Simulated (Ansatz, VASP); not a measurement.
BaZrO3 in VASP and in Ansatz

INCAR

```
SYSTEM = BaZrO3
PREC = Accurate
ENCUT = 520
EDIFF = 1E-7
ISMEAR = 0
SIGMA = 0.01
LREAL = .False.
LASPH = .True.
NELM = 60
ALGO = Normal
ISIF = 2
LWAVE = .False.
LCHARG = .False.
GGA = PS
NBANDS = 28
```

File KPOINTS:

```
regular mesh
0
Gamma
  4 4 4
  0 0 0
```

File POSCAR:

```
BaZrO3
1.0
    4.1056902405      0.0000000000      0.0000000000
    0.0000000000      4.1056902405      0.0000000000
    0.0000000000      0.0000000000      4.1056902405
Ba Zr O
1 1 3
Direct
    0.0000000000      0.0000000000      0.0000000000
    0.5000000000      0.5000000000      0.5000000000
    0.0000000000      0.5000000000      0.5000000000
    0.5000000000      0.0000000000      0.5000000000
    0.5000000000      0.5000000000      0.0000000000
```

Input for Ansatz:

```yaml
crystal:
  lattice:
    - [4.1056902405, 0.0, 0.0]
    - [0.0, 4.1056902405, 0.0]
    - [0.0, 0.0, 4.1056902405]
  atoms:
    - { symbol: Ba, position: [0.0, 0.0, 0.0] }
    - { symbol: Zr, position: [0.5, 0.5, 0.5] }
    - { symbol: O, position: [0.0, 0.5, 0.5] }
    - { symbol: O, position: [0.5, 0.0, 0.5] }
    - { symbol: O, position: [0.5, 0.5, 0.0] }
kpoints:
  mp_grid: { grid: [4, 4, 4] }
scf:
  occupations: { method: fixed }
  convergence: { dr2_threshold: 1.0e-10 }
hamiltonian:
  xc: pbesol
  pseudopotentials: { kind: all_electron, lapw: { basis_error: 0.0005 } }
output:
  forces: true
  stress: true
  eigenstates:
    kpoints:
      - [0.0, 0.0, 0.0]
      - [0.5, 0.5, 0.5]
      - [-0.5, -0.5, 0.0]
      - [-0.5, 0.0, -0.5]
      - [0.0, -0.5, -0.5]
      - [0.0, -0.5, 0.0]
      - [0.0, 0.0, -0.5]
      - [-0.5, 0.0, 0.0]
  eigenvalues: true
```

Alike in both runs: task single point; functional PBEsol; k mesh 4 × 4 × 4; no spin polarisation.

|  | VASP | Ansatz |
| --- | --- | --- |
| version | VASP 6.6.1 | Ansatz 0.2.0 |
| potentials or method | VASP PAW PBE potentials, release 64 (Ba_sv, Zr_sv, O) | all-electron LAPW, scalar-relativistic |
| plane-wave cutoff (eV) | 520 | see its input |
| occupations | gaussian, width 0.01 eV | fixed |

VASP gave:

* gap on the k mesh at the Fermi level (eV): 3.22
* pressure (GPa): 11.5

**Question.** What did Ansatz give for the same quantities?

**Answer.** gap on the k mesh at the Fermi level (eV): 3.28; pressure (GPa): 10.0.

Ansatz ran all-electron here, so the differences hold the error of VASP's frozen core and of both bases.

Caveats: the PAW data sets were made with another functional, which shifts forces and pressure a little (VASP); spin-orbit coupling is left out, which moves the levels of the heavy elements. A k mesh can miss the band edges. A hybrid or GW would open this gap; PBEsol tends to underestimate it.
